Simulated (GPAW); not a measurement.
Runs of GPAW 26.7.0 on AlCo. The structure is cubic, space group Pm-3m (No. 221). The conventional cell has a = 2.819 Å, b = 2.819 Å, c = 2.819 Å, α = 90.00°, β = 90.00°, γ = 90.00°. Co (site symmetry m-3m) has 8 Al at 2.44 Å as nearest neighbours. Al (site symmetry m-3m) has 8 Co at 2.44 Å as nearest neighbours. The cell is a database's computed one.

| task | level | potentials or basis | U | band path | band points | pressure (GPa) | moment (μB) | V0 of scaled cells (Å³/atom) | B0 (GPa) |
| --- | --- | --- | --- | --- | --- | --- | --- | --- | --- |
| band structure | PBEsol+U | PAW data sets generated in the run's folder for this functional, pw | Co d U = 3 eV | GXMGRX,MR | 100 | 0.9 | 0.24 | - | - |
| band structure | PBEsol+U | PAW data sets generated in the run's folder for this functional, pw | Co d U = 8 eV | GXMGRX,MR | 100 | 32.7 | 1.59 | - | - |
| band structure | PBEsol+U | PAW data sets generated in the run's folder for this functional, pw | Co d U = 6 eV | GXMGRX,MR | 100 | (b) | 1.41 | - | - |
| equation of state | PBEsol | PAW data sets generated in the run's folder for this functional, pw | - | - | - | - | - | 11.33 | 194 |
| band structure | PBEsol+U | PAW data sets generated in the run's folder for this functional, pw | Co d U = 4 eV | GXMGRX,MR | 100 | 5.9 | (c) | - | - |
| band structure | PBEsol+U | PAW data sets generated in the run's folder for this functional, pw | Co d U = 2 eV | GXMGRX,MR | 100 | 0.2 | 0.06 | - | - |
| equation of state | LDA | the program's PAW data sets (release 1.2.1) made for this functional, pw | - | - | - | - | - | 10.98 | 210 |
| equation of state | PBE | GPAW PAW data sets (gpaw-data 1.2.1), pw | - | - | - | - | - | 11.67 | (a) |

Alike in all rows: spin collinear, ferromagnetic start; cell as given; k mesh 9 × 9 × 9; cutoff (eV) 600; smearing fermi-dirac 0.05 eV.

Problem. Estimate the missing entries.

Solution. (a) 179; (b) 25.8; (c) 0.62.

Caveats: the U is typed as a test and isn't derived for this compound (some runs); a pressure of tens of GPa on the cell as given is suspect, and the run, the potentials or the cell itself is likely at fault (some runs).

Not every run made on this cell is shown here.
